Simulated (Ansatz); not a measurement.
**ZnBr2 (model cell, started as rutile): following an unstable mode**

Aim: this structure of ZnBr2 (model cell, started as rutile) is to be tested for unstable modes, and one is followed downhill.

Method: DFT PBEsol, scalar-relativistic, plane waves, PAW, in Ansatz 0.2.0.

This is a report of a sequence of runs, with most program output left out.

The structure was built from a prototype and need not be the compound's stable phase.

**1. Starting point**

It takes space group P4_2/mnm (No. 136, tetragonal). The conventional cell has a = 6.378 Å, b = 6.378 Å, c = 3.710 Å, α = 90.00°, β = 90.00°, γ = 90.00°. Zn has 6 Br at 2.52 to 2.80 Å nearest. Nearest to Br lie 3 Zn at 2.52 to 2.80 Å. Farther neighbours and most contacts between anions are not listed.

Coordinates:

```cif
data_structure
_symmetry_space_group_name_H-M 'P 1'
_symmetry_Int_Tables_number 1
_cell_length_a 6.3778
_cell_length_b 6.3778
_cell_length_c 3.7095
_cell_angle_alpha 90.000
_cell_angle_beta 90.000
_cell_angle_gamma 90.000
_cell_volume 150.89
loop_
_atom_site_label
_atom_site_type_symbol
_atom_site_fract_x
_atom_site_fract_y
_atom_site_fract_z
_atom_site_occupancy
Zn1 Zn 0.00000 0.00000 0.00000 1
Zn2 Zn 0.50000 0.50000 0.50000 1
Br3 Br 0.31035 0.31035 0.00000 1
Br4 Br 0.68965 0.68965 0.00000 1
Br5 Br 0.81035 0.18965 0.50000 1
Br6 Br 0.18965 0.81035 0.50000 1
```

**2. Phonons on a q mesh**

The cell comes from relaxations at this level that are not shown. The mesh has a single point along some directions, so zone-edge points there are not solved. Linear response on a 1×1×2 q mesh gives force constants as far as a supercell of that size would.

input.yaml reads:

```yaml
crystal:
  lattice:
    - [6.3778174714, 0.0, 0.0]
    - [0.0, 6.3778174714, 0.0]
    - [0.0, 0.0, 3.7095408363]
  atoms:
    - { symbol: Zn, position: [0.0, 0.0, 0.0] }
    - { symbol: Zn, position: [0.5, 0.5, 0.5] }
    - { symbol: Br, position: [0.3103537835, 0.3103537835, 0.0] }
    - { symbol: Br, position: [0.6896462165, 0.6896462165, 0.0] }
    - { symbol: Br, position: [0.8103537835, 0.1896462165, 0.5] }
    - { symbol: Br, position: [0.1896462165, 0.8103537835, 0.5] }
kpoints:
  mp_grid: { grid: [4, 4, 6] }
hamiltonian:
  xc: pbesol
scf:
  occupations: { method: fixed }
output:
  eigenvalues: true
phonons:
  method: dfpt
  dielectric: true
  rigid_motions: translations
  raman: true
  qmesh: [1, 1, 2]
  temperatures: { t_max: 1000, t_step: 50 }
  qpath:
    path:
      - [[0.0, 0.0, 0.0], [0.0, 0.5, 0.0], [0.5, 0.5, 0.0], [0.0, 0.0, 0.0], [0.0, 0.0, 0.5], [0.0, 0.5, 0.5], [0.5, 0.5, 0.5], [0.0, 0.0, 0.5]]
      - [[0.0, 0.5, 0.0], [0.0, 0.5, 0.5]]
      - [[0.5, 0.5, 0.0], [0.5, 0.5, 0.5]]
    npoints: 10
```

Command:

```
$ ansatz run input.yaml --threads 8 --pin off --max-ram 14336MiB --backend cpu --events-out ev --progress --plain --runs-dir out
```

Wall time 3.2 min (8 threads of Intel Xeon 6975P-C (Granite Rapids), shared host); peak memory 3.6 GiB; 20 min of CPU time.

This step gave:

- gap on the k-mesh: 1.788 eV
- volume per atom: 25.15 Å³
- sum-rule residual before enforcement: 3.61e-5 eV/Å²
- miss of the charge sum rule: 0.006474 e
- estimated error of the dielectric tensor: 0.02650
- estimated error of the Born charges: 0.03295 e
- point group: 4/mmm
- highest optical mode at the zone centre (no LO-TO term): 194.9 cm⁻¹
- lowest optical zone-centre mode: -46.08 cm⁻¹
- mean high-frequency dielectric constant: 5.016
- largest Born charge (third of the trace): 2.703 e
- top of the zone-centre spectrum with the field: 223.0 cm⁻¹
- lowest mode on the q mesh (acoustic modes at Γ apart): -51.01 cm⁻¹
- highest frequency at a solved wavevector (no LO-TO term at Γ): 205.3 cm⁻¹

Frequencies (cm⁻¹) solved at each irreducible wavevector; negative means imaginary. Frequencies by wavevector, by row:

```csv
q in reciprocal lattice units,star,mode 1,mode 2,mode 3,mode 4,mode 16,mode 17,mode 18
0 0 0,1,-46.1,-46.1,-3.4,0,187.3,194.9,194.9
0 0 -0.5,1,-51,-51,50,50,173.5,205.3,205.3
```

Symmetry leaves 2 wavevectors to solve. The lowest mode among them, the acoustic zeros apart, lies at q = (0, 0, -0.5) and is imaginary, 51.0i cm⁻¹, so the energy falls along it.

The log warns of the k mesh: “the force constants stand on the 4×4×6 k-mesh, whose period is 9.90 times the interband length at k = (0.0000, 0.0000, 0.0000), direct gap 1.788 eV, under 14: take them and everything formed from them as unconverged”.

**3. The mode frozen in, largest atomic shift 0 Å**

The mode followed lies at q = (0, 0, -0.5) with frequency 51.0i cm⁻¹ and is 2-fold degenerate, the softest among the wavevectors solved. At small amplitude the distorted cell has space group no. 63 by a symmetry search on the positions. The undistorted cell that holds it gives the zero of energy on the same k mesh.

System of this step: ZnBr2 (model cell, started as rutile). The structure is tetragonal, space group P4_2/mnm (No. 136). Conventional cell: a = 6.378 Å, b = 6.378 Å, c = 3.710 Å, α = 90.00°, β = 90.00°, γ = 90.00°. Zn has 6 Br at 2.52 to 2.80 Å nearest. Nearest to Br lie 3 Zn at 2.52 to 2.80 Å. Farther neighbours and most contacts between anions are not listed.

input.yaml reads:

```yaml
crystal:
  lattice:
    - [6.3778174714, 0.0, 0.0]
    - [0.0, 6.3778174714, 0.0]
    - [0.0, 0.0, 7.4190816726]
  atoms:
    - { symbol: Zn, position: [0.0, 0.0, 0.0] }
    - { symbol: Zn, position: [0.0, 0.0, 0.5] }
    - { symbol: Zn, position: [0.5, 0.5, 0.25] }
    - { symbol: Zn, position: [0.5, 0.5, 0.75] }
    - { symbol: Br, position: [0.3103537835, 0.3103537835, 0.0] }
    - { symbol: Br, position: [0.3103537835, 0.3103537835, 0.5] }
    - { symbol: Br, position: [0.6896462165, 0.6896462165, 0.0] }
    - { symbol: Br, position: [0.6896462165, 0.6896462165, 0.5] }
    - { symbol: Br, position: [0.8103537835, 0.1896462165, 0.25] }
    - { symbol: Br, position: [0.8103537835, 0.1896462165, 0.75] }
    - { symbol: Br, position: [0.1896462165, 0.8103537835, 0.25] }
    - { symbol: Br, position: [0.1896462165, 0.8103537835, 0.75] }
kpoints:
  mp_grid: { grid: [4, 4, 4] }
hamiltonian:
  xc: pbesol
scf:
  occupations: { method: gaussian, width: 0.02 }
output:
  forces: true
  stress: true
  eigenvalues: true
```

Wall time 4 s (8 threads); peak memory 1.3 GiB.

Numbers from this step:

| Item | Value |
| --- | --- |
| pressure | -0.003726 GPa |
| energy from the undistorted cell | 0 meV/atom |

At this level the gap is 1.79 eV on the k-mesh of the self-consistent run, which can miss the band edges.

**4. The mode frozen in, largest atomic shift 0.14 Å**

The atoms are moved along the unstable eigenvector, the largest shift by 0.14 Å, with the cell fixed.

input.yaml reads:

```yaml
crystal:
  lattice:
    - [6.3778174714, 0.0, 0.0]
    - [0.0, 6.3778174714, 0.0]
    - [0.0, 0.0, 7.4190816726]
  atoms:
    - { symbol: Zn, position: [0.0155217596, 0.0155217596, 0.0] }
    - { symbol: Zn, position: [-0.0155217596, -0.0155217596, 0.5] }
    - { symbol: Zn, position: [0.5, 0.5, 0.25] }
    - { symbol: Zn, position: [0.5, 0.5, 0.75] }
    - { symbol: Br, position: [0.3067282308, 0.3067282308, 0.0] }
    - { symbol: Br, position: [0.3139793361, 0.3139793361, 0.5] }
    - { symbol: Br, position: [0.6860206639, 0.6860206639, 0.0] }
    - { symbol: Br, position: [0.6932717692, 0.6932717692, 0.5] }
    - { symbol: Br, position: [0.8103537835, 0.1896462165, 0.25] }
    - { symbol: Br, position: [0.8103537835, 0.1896462165, 0.75] }
    - { symbol: Br, position: [0.1896462165, 0.8103537835, 0.25] }
    - { symbol: Br, position: [0.1896462165, 0.8103537835, 0.75] }
kpoints:
  mp_grid: { grid: [4, 4, 4] }
hamiltonian:
  xc: pbesol
scf:
  occupations: { method: gaussian, width: 0.02 }
output:
  forces: true
  stress: true
  eigenvalues: true
```

Run time: 4.6 s. Hardware: 8 threads; peak memory 1.3 GiB.

This step gave:

```yaml
pressure: 0.1007 GPa
gap_on_the_k_mesh: 1.816 eV
energy_from_the_undistorted_cell: -0.808 meV/atom
```

The energy, extrapolated to zero smearing, is -0.81 meV/atom against the undistorted cell.

The run ends at a pressure of 0.10 GPa, with forces up to 0.048 eV/Å.

**5. Energy along the mode, all amplitudes (two of the runs are shown above)**

An imaginary frequency means negative curvature, so the energy should fall and then rise again as anharmonic terms take over.

Numbers from this step:

```yaml
depth_at_the_lowest_point_sampled: 0.808 meV/atom
largest_atomic_shift_at_that_point: 0.14 Å
```

Energy from the parent against largest atomic shift:

```
largest atomic shift (Å)  energy from the parent (meV/atom)
                   0.000                                  0
                   0.040                             -0.092
                   0.080                              -0.34
                   0.140                             -0.808
                   0.220                             -0.722
                   0.320                               3.71
                   0.450                               28.0
```

Displacement at unit largest shift by atom:

```csv
atom,x (Å),y (Å),z (Å),size
Zn1,0.707,0.707,0.000,1.000
Zn2,-0.707,-0.707,0.000,1.000
Zn3,0.000,0.000,0.000,0.000
Zn4,0.000,0.000,0.000,0.000
Br5,-0.165,-0.165,0.000,0.233
Br6,0.165,0.165,0.000,0.233
Br7,-0.165,-0.165,0.000,0.233
Br8,0.165,0.165,0.000,0.233
Br9,0.000,0.000,0.000,0.000
Br10,0.000,0.000,0.000,0.000
Br11,0.000,0.000,0.000,0.000
Br12,0.000,0.000,0.000,0.000
```

The lowest of the steps tried is at 0.14 Å, 0.808 meV/atom below the parent; the bottom of the well need not coincide with a step.

**6. Relaxing from the distorted cell**

Starting from the lowest point found, all atoms and the cell are let go, so that strain and other modes of the same symmetry can join in.

input.yaml, as its differences from that of step 4:

```diff
@@ -23,3 +23,3 @@
 scf:
-  occupations: { method: gaussian, width: 0.02 }
+  occupations: { method: fixed }
 output:
@@ -28 +28,6 @@
   eigenvalues: true
+relax:
+  adjacent_minimum: "off"
+  f_tol: 0.002
+  max_steps: 120
+  cell: { stress_tol: 0.03 }
```

The job ended after 48 s (8 threads; peak memory 1.4 GiB).

Relaxation path:

| step | energy less that of the first step (eV) | largest force component (eV/Å) | pressure (GPa) | volume (Å³) |
| --- | --- | --- | --- | --- |
| 1 | 0.0000 | 0.0341 | 0.10 | 301.78 |
| 2 | -0.0076 | 0.0566 | -0.03 | 304.02 |
| 3 | -0.0212 | 0.1097 | -0.17 | 308.14 |
| 4 | -0.0551 | 0.2643 | -0.16 | 318.16 |
| 5 | -0.0826 | 0.0818 | -0.17 | 323.80 |
| 6 | -0.0965 | 0.0072 | 0.01 | 318.46 |
| 7 | -0.0965 | 0.0052 | -0.03 | 318.62 |
| 8 | -0.0965 | 0.0023 | 0.01 | 318.44 |
| 9 | -0.0966 | 0.0001 | 0.00 | 318.42 |
| 10* | -0.1015 | 0.0011 | 0.00 | 318.42 |

Relaxation steps marked * repeat the geometry before them on a plane-wave basis chosen anew for their cell, so energy and pressure can jump there.

Forces are held to the 8 operations that the run works with; a distortion that breaks them can't arise in this run.

```
conventional cell, symmetrised  before  after  change
                         a (Å)   9.020  8.930  -1.0 %
                         b (Å)   9.020  9.726  +7.8 %
                         c (Å)   7.419  7.332  -1.2 %
              volume (Å³/atom)   25.15  26.53  +5.5 %
```

The atoms that moved most (Å, as changes of fractional coordinates times the final cell):

```
atom      dx      dy     dz  length
 Zn1   0.256   0.256  0.000   0.363
 Zn2  -0.256  -0.256  0.000   0.363
 Br7  -0.140  -0.140  0.000   0.199
 Br6   0.140   0.140  0.000   0.199
Br12  -0.014   0.014  0.000   0.020
Br11  -0.014   0.014  0.000   0.020
Br10   0.014  -0.014  0.000   0.020
 Br9   0.014  -0.014  0.000   0.020
```

Final coordinates:

```
Zn Br
1.0
     6.59611    0.28151    0.00000
     0.28151    6.59611    0.00000
     0.00000    0.00000    7.33187
Zn Br
4 8
Direct
  0.05281 0.05281 0.00000
  0.94719 0.94719 0.50000
  0.50000 0.50000 0.25000
  0.50000 0.50000 0.75000
  0.30822 0.30822 0.00000
  0.33439 0.33439 0.50000
  0.66561 0.66561 0.00000
  0.69178 0.69178 0.50000
  0.81256 0.18744 0.25000
  0.81256 0.18744 0.75000
  0.18744 0.81256 0.25000
  0.18744 0.81256 0.75000
```

Numbers from this step:

```
pressure          : 0.004125 GPa
gap on the k-mesh : 2.263 eV
volume per atom   : 26.53 Å³
```

The distorted start has space group Cmcm; the relaxation ends in Cmcm.

**7. Outcome**

* unstable mode of the parent: q = (0, 0, -0.5), 51i cm⁻¹
* depth at the lowest point sampled: 0.808 meV/atom
* largest atomic shift at that point: 0.14 Å
* space group reached (within 0.01 Å): Cmcm
* energy gained over the parent (first relaxation, on the mesh of the frozen mode): 9.26 meV/atom
* volume per atom, phase reached: 26.5 Å³
* gap on the k-mesh, phase reached: 2.26 eV

Along this mode the structure falls into Cmcm, 9.26 meV/atom below the parent. At the parent's cell the well is 0.808 meV/atom deep on the steps tried, with its lowest point at a shift of 0.14 Å. Relaxing atoms and cell changes the gain by +8.46 meV/atom against the lowest step (energies at zero smearing). Most of the total comes from this relaxation. The modes of the phase reached were not computed on this path. How so shallow a well moves with the k mesh was not tested. Of the 6 patterns followed to their end from this parent, this one ends 16.8 meV/atom above the lowest, Pmn2_1. Each path keeps the symmetry of its pattern, so a lower phase may lie along a pattern not tried. With the field response the log warns that the k mesh is coarse for the force constants too, so the frequencies may not be converged. The q mesh is too sparse to interpolate, so only the solved wavevectors are given. The program warns that the interpolation holds no quadrupole term, so branches close to Γ can be off in this crystal. The starting cell was built on a prototype and not taken from a measurement, so the phase need not exist.

[Logs are printed without paths, hosts, clocks, repeated set-up lines and the standing remarks that a program may print on its own settings, such as how far it seeks lower states.]

[Hosts, paths, dates, database ids (printed as entryN), source tags and the programs' standing remarks are cut or masked in the printed files.]
